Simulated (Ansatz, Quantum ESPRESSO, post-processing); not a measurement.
# BaS(001): dielectric constant from slabs in a field, part 3 of 6

How well do thin films like BaS(001), 5 layers screen a field, with the ions clamped and free?

Quantum ESPRESSO 7.5; plane-wave DFT, PBE, PseudoDojo norm-conserving pseudopotentials; geometry by Ansatz 0.2.0 with PAW datasets.

So far. Step 3 (Ground state, 5 layers: no field): The run needed 15 iterations to bring the estimated error under 1e-10 Ry; the largest force on any atom, held or free, is 0.02 eV/Å. Step 4 (Potential by pp.x, 5 layers): The vacuum is flat to 0.2 meV/Å, so its level is well defined. Inside the slab the curve depends on the local part of the pseudopotentials; only the vacuum level has a meaning of its own.

### Step 5. Ground state, 5 layers: field 0.1 V/Å

With the ions clamped, only the electrons screen the field of 0.1 V/Å.

n5.f1.in reads:

```
&control
  prefix = 'n5.f1'
  outdir = './out'
  pseudo_dir = './pseudo'
  calculation = 'scf'
  tprnfor = .true.
  tefield = .true.
  dipfield = .true.
/
&system
  ibrav = 0
  nat = 10
  ntyp = 2
  ecutwfc = 40
  ecutrho = 160
  occupations = 'fixed'
  edir = 3
  emaxpos = 0.97
  eopreg = 0.04
  eamp = 0.00194469
/
&electrons
  conv_thr = 1e-10
  mixing_beta = 0.5
  electron_maxstep = 120
/
ATOMIC_SPECIES
  Ba  137.3270  Ba.dojo-sr-pbe-0.4.1-standard.upf
  S   32.0600  S.dojo-sr-pbe-0.4.1-standard.upf
CELL_PARAMETERS angstrom
  4.56083873870000 0.00000000000000 0.00000000000000
  0.00000000000000 4.56083873870000 0.00000000000000
  0.00000000000000 0.00000000000000 28.90000000000000
ATOMIC_POSITIONS crystal
  Ba  -0.000000000000 0.000000000000 0.280164965952
  S   0.500000000000 0.500000000000 0.279807064670
  Ba  0.500000000000 0.500000000000 0.388672194954
  S   -0.000000000000 0.000000000000 0.388408352514
  Ba  0.000000000000 0.000000000000 0.499999995996
  S   0.500000000000 0.500000000000 0.500000002911
  Ba  0.500000000000 0.500000000000 0.611327799255
  S   0.000000000000 0.000000000000 0.611591653419
  Ba  0.000000000000 0.000000000000 0.719835029236
  S   0.500000000000 0.500000000000 0.720192941093
K_POINTS automatic
  4 4 1 0 0 0
```

On the command line:

```
OMP_NUM_THREADS=1 mpirun -n 8 pw.x -nk 1 -in n5.f1.in > n5.f1.out
```

Output:

```text
[banner, memory and clock lines left out]
Program PWSCF v.7.5 starts
[citation notice left out]

[...]
bravais-lattice index     =            0
     lattice parameter (alat)  =       8.6187  a.u.
     unit-cell volume          =    4056.8026 (a.u.)^3
     number of atoms/cell      =           10
     number of atomic types    =            2
     number of electrons       =        80.00
     number of Kohn-Sham states=           40
     kinetic-energy cutoff     =      40.0000  Ry
     charge density cutoff     =     160.0000  Ry
     scf convergence threshold =      1.0E-10
     mixing beta               =       0.5000
     number of iterations used =            8  plain     mixing
     Exchange-correlation= PBE
                           (   1   4   3   4   0   0   0)

[...]
PseudoPot. # 1 for Ba read from file:
     ./pseudo/Ba.dojo-sr-pbe-0.4.1-standard.upf
     Pseudo is Norm-conserving + core correction, Zval = 10.0
     Generated using ONCVPSP code by D. R. Hamann
     Using radial grid of 1958 points,  6 beta functions with:
                l(1) =   0
                l(2) =   0
                l(3) =   1
                l(4) =   1
                l(5) =   2
                l(6) =   2

     PseudoPot. # 2 for S  read from file:
     ./pseudo/S.dojo-sr-pbe-0.4.1-standard.upf
     Pseudo is Norm-conserving + core correction, Zval =  6.0
     Generated using ONCVPSP code by D. R. Hamann
     Using radial grid of 1146 points,  6 beta functions with:
                l(1) =   0
                l(2) =   0
                l(3) =   1
                l(4) =   1
                l(5) =   2
                l(6) =   2

     atomic species   valence    mass     pseudopotential
     Ba               10.00   137.32700     Ba( 1.00)
     S                 6.00    32.06000     S ( 1.00)

     No symmetry found

[...]
number of k points=    10
[...]
Dense  grid:   138903 G-vectors     FFT dimensions: (  36,  36, 225)

     Initial potential from superposition of free atoms

     starting charge      79.9171, renormalised to      80.0000

     negative rho (up, down):  8.954E-05 0.000E+00

     Adding external electric field

     Computed dipole along edir(3) :
        Dipole                0.0000 Ry au,          0.0000 Debye
        Dipole field          0.0000 Ry au,

        E field amplitude [Ha a.u.]:  1.9447E-03
        Potential amp.        0.2039 Ry
        Total length         52.4286 bohr

     Starting wfcs are   45 randomized atomic wfcs

     per-process dynamical memory:    32.3 Mb

     Self-consistent Calculation

     iteration #  1     ecut=    40.00 Ry     beta= 0.50
     Davidson diagonalization with overlap
     ethr =  1.00E-02,  avg # of iterations =  2.0

     negative rho (up, down):  4.322E-07 0.000E+00

     Adding external electric field

     Computed dipole along edir(3) :
        Dipole                0.3202 Ry au,          0.8138 Debye
        Dipole field          0.0010 Ry au,

        E field amplitude [Ha a.u.]:  1.9447E-03
        Potential amp.        0.0999 Ry
        Total length         52.4286 bohr

     total energy              =    -392.28802809 Ry
     estimated scf accuracy    <       1.16182137 Ry

     iteration #  2     ecut=    40.00 Ry     beta= 0.50
[...]
Dipole                0.2415 Ry au,          0.6138 Debye
[...]
E field amplitude [Ha a.u.]:  1.9447E-03
[...]
total energy              =    -392.72157926 Ry
     estimated scf accuracy    <       0.22634513 Ry

     iteration #  3     ecut=    40.00 Ry     beta= 0.50
[...]
Dipole                0.3590 Ry au,          0.9125 Debye
[...]
E field amplitude [Ha a.u.]:  1.9447E-03
[...]
total energy              =    -392.74382836 Ry
     estimated scf accuracy    <       0.02447611 Ry

     iteration #  4     ecut=    40.00 Ry     beta= 0.50
[...]
Dipole                0.2739 Ry au,          0.6961 Debye
[...]
E field amplitude [Ha a.u.]:  1.9447E-03
[...]
total energy              =    -392.75623914 Ry
     estimated scf accuracy    <       0.02303266 Ry

     iteration #  5     ecut=    40.00 Ry     beta= 0.50
[...]
Dipole                0.2984 Ry au,          0.7585 Debye
[...]
E field amplitude [Ha a.u.]:  1.9447E-03
[...]
total energy              =    -392.75364024 Ry
     estimated scf accuracy    <       0.00983028 Ry

     iteration #  6     ecut=    40.00 Ry     beta= 0.50
[...]
Dipole                0.2730 Ry au,          0.6938 Debye
[...]
E field amplitude [Ha a.u.]:  1.9447E-03
[...]
total energy              =    -392.75460823 Ry
     estimated scf accuracy    <       0.00078212 Ry

[...]
iteration # 13     ecut=    40.00 Ry     beta= 0.50
[...]
Dipole                0.2873 Ry au,          0.7302 Debye
[...]
E field amplitude [Ha a.u.]:  1.9447E-03
[...]
total energy              =    -392.75505608 Ry
     estimated scf accuracy    <          9.0E-09 Ry

     iteration # 14     ecut=    40.00 Ry     beta= 0.50
[...]
Dipole                0.2872 Ry au,          0.7300 Debye
[...]
E field amplitude [Ha a.u.]:  1.9447E-03
[...]
total energy              =    -392.75505609 Ry
     estimated scf accuracy    <          6.6E-10 Ry

     iteration # 15     ecut=    40.00 Ry     beta= 0.50
[...]
Dipole                0.2872 Ry au,          0.7301 Debye
[...]
E field amplitude [Ha a.u.]:  1.9447E-03
[...]
total energy              =    -392.75505610 Ry
     estimated scf accuracy    <          4.0E-10 Ry

     iteration # 16     ecut=    40.00 Ry     beta= 0.50
[...]
Dipole                0.2873 Ry au,          0.7301 Debye
[...]
E field amplitude [Ha a.u.]:  1.9447E-03
[...]
End of self-consistent calculation

          k = 0.0000 0.0000 0.0000 ( 17429 PWs)   bands (ev):

   -25.3012 -25.0607 -24.9729 -24.8897 -24.7546 -10.7795 -10.5759 -10.4719
   -10.3848 -10.3848 -10.3508 -10.1566 -10.1566 -10.1391 -10.1391 -10.0788
   -10.0394 -10.0394  -9.9100  -9.9100  -8.9726  -8.9027  -8.6909  -8.6104
    -8.3821   0.0967   0.2025   0.5586   0.8186   0.9565   0.9565   1.0494
     1.0494   1.1197   1.1197   1.1637   1.2458   1.2458   1.4906   1.4906

          k = 0.0000 0.2500 0.0000 ( 17329 PWs)   bands (ev):

   -25.2948 -25.0542 -24.9650 -24.8842 -24.7487 -10.8915 -10.8064 -10.7053
   -10.6558 -10.5199 -10.4454 -10.3580 -10.2555 -10.1343 -10.1210 -10.1104
   -10.0353 -10.0250  -9.9625  -9.8945  -8.5301  -8.5011  -8.3269  -8.2860
    -8.0633  -0.1161  -0.0839   0.2045   0.2941   0.4023   0.4708   0.4999
     0.5299   0.5887   0.6419   0.7324   0.7467   0.8212   0.9943   1.0972

[...]
highest occupied level (ev):     1.4906

!    total energy              =    -392.75505610 Ry
     estimated scf accuracy    <          5.9E-11 Ry

     The total energy is the sum of the following terms:
     one-electron contribution =   -2083.94011856 Ry
     hartree contribution      =    1060.28988009 Ry
     xc contribution           =     -98.83872980 Ry
     ewald contribution        =     729.73477382 Ry
     electric field correction =      -0.00086165 Ry

     convergence has been achieved in  16 iterations

     Forces acting on atoms (cartesian axes, Ry/au):

     atom    1 type  1   force =    -0.00000001    0.00000001    0.00131852
     atom    2 type  2   force =     0.00000004    0.00000002   -0.00291051
     atom    3 type  1   force =    -0.00000002    0.00000000    0.00217446
     atom    4 type  2   force =     0.00000001   -0.00000002   -0.00192941
     atom    5 type  1   force =    -0.00000001    0.00000000    0.00212488
     atom    6 type  2   force =    -0.00000002    0.00000000   -0.00211480
     atom    7 type  1   force =     0.00000000    0.00000000    0.00191623
     atom    8 type  2   force =     0.00000002   -0.00000001   -0.00221379
     atom    9 type  1   force =    -0.00000002   -0.00000001    0.00279897
     atom   10 type  2   force =     0.00000001    0.00000000   -0.00116454

     Total force =     0.006739     Total SCF correction =     0.000027

[...]
```

It took 29 s on 8 MPI ranks of Arm Neoverse V2, shared host; peak memory 0.63 GiB; 3.8 min of CPU time.

This step gave:

| Property | Result |
| --- | --- |
| free energy | -5343.7048 eV |
| dipole along the normal | 0.1520 e·Å |
| valence top, on the run's zero | 1.491 eV |

### Step 6. Electrostatic potential, 5 layers

n5.f1.pot.in reads:

```
&inputpp
  prefix = 'n5.f1'
  outdir = './out'
  filplot = 'n5.f1.pot.dat'
  plot_num = 11
/
```

On the command line:

```
OMP_NUM_THREADS=1 mpirun -n 8 pp.x -in n5.f1.pot.in > n5.f1.pot.out
```

The job ended after 0.76 s (8 MPI ranks; peak memory 0.11 GiB).

Numbers from this step:

```
slope of the potential above                                          : 0.1002 eV/Å
upper vacuum line continued to the top atoms, over the valence top    : 4.078 eV
slope of the potential below                                          : 0.09977 eV/Å
lower vacuum line continued to the bottom atoms, over the valence top : 4.127 eV
```

The slope in the vacuum is 0.100 eV/Å for an applied 0.10 V/Å, as it should be.

Each curve counts from the valence top of its own run.

The runs together. Potential energy against z:

| z (Å) | potential at 0.0 V/Å (eV) | potential at 0.1 V/Å (eV) |
| --- | --- | --- |
| 0 | 4.22 | 3.71 |
| 1 | 4.22 | 3.42 |
| 2 | 4.22 | 3.52 |
| 3 | 4.22 | 3.62 |
| 4 | 4.22 | 3.72 |
| 5 | 4.20 | 3.80 |
| 6 | 4.04 | 3.73 |
| 7 | 1.83 | 1.57 |
| 8 | -14.9 | -15.2 |
| 9 | 0.242 | 0.00640 |
| 10 | 2.50 | 2.30 |
| 11 | -13.3 | -13.5 |
| 12 | -1.77 | -1.95 |
| 13 | 3.01 | 2.86 |
| 14 | -8.56 | -8.68 |
| 15 | -6.16 | -6.28 |
| 16 | 3.10 | 3.02 |
| 17 | -3.56 | -3.61 |
| 18 | -11.3 | -11.4 |
| 19 | 2.83 | 2.80 |
| 20 | -1.09 | -1.09 |
| 21 | -13.8 | -13.8 |
| 22 | 2.42 | 2.44 |
| 23 | 4.08 | 4.17 |
| 24 | 4.21 | 4.39 |
| 25 | 4.22 | 4.50 |
| 26 | 4.22 | 4.60 |
| 27 | 4.22 | 4.70 |
| 28 | 4.22 | 4.80 |

### Step 7. Clamped-ion dielectric constant from the field inside the slab, 5 layers

Numbers from this step:

| Property | Result |
| --- | --- |
| change of slope in the vacuum | 0.09994 eV/Å |
| polarisability a cell | 21.90 Å³ |
| sheet polarisability 4πα/A | 13.23 Å |
| change of slope inside | 0.02093 eV/Å |
| dielectric constant | 4.776 |

Running mean over one layer period, set to zero at the slab's centre. Table of change of the potential energy, second field less first by z:

| z (Å) | change of the potential energy, second field less first (eV) |
| --- | --- |
| 0 | -0.137 |
| 1 | -0.509 |
| 2 | -0.581 |
| 3 | -0.481 |
| 4 | -0.382 |
| 5 | -0.287 |
| 6 | -0.207 |
| 7 | -0.153 |
| 8 | -0.125 |
| 9 | -0.106 |
| 10 | -0.0889 |
| 11 | -0.0705 |
| 12 | -0.0500 |
| 13 | -0.0290 |
| 14 | -0.00806 |
| 15 | 0.0128 |
| 16 | 0.0338 |
| 17 | 0.0548 |
| 18 | 0.0752 |
| 19 | 0.0935 |
| 20 | 0.111 |
| 21 | 0.130 |
| 22 | 0.162 |
| 23 | 0.219 |
| 24 | 0.302 |
| 25 | 0.398 |
| 26 | 0.497 |
| 27 | 0.526 |
| 28 | 0.210 |

ε = 0.0999 / 0.0209 = 4.78.

[end of part 3 of 6]

[Logs are printed without paths, hosts, clocks, repeated set-up lines and the standing remarks that a program may print on its own settings, such as how far it seeks lower states.]

[Hosts, paths, dates, database ids (printed as entryN), source tags and the programs' standing remarks are cut or masked in the printed files.]

[Maps of the electrostatic potential energy from Ansatz leave out the sawtooth potential of an applied field or a dipole correction, so their vacuum need not be flat; planar profiles and work functions include it.]
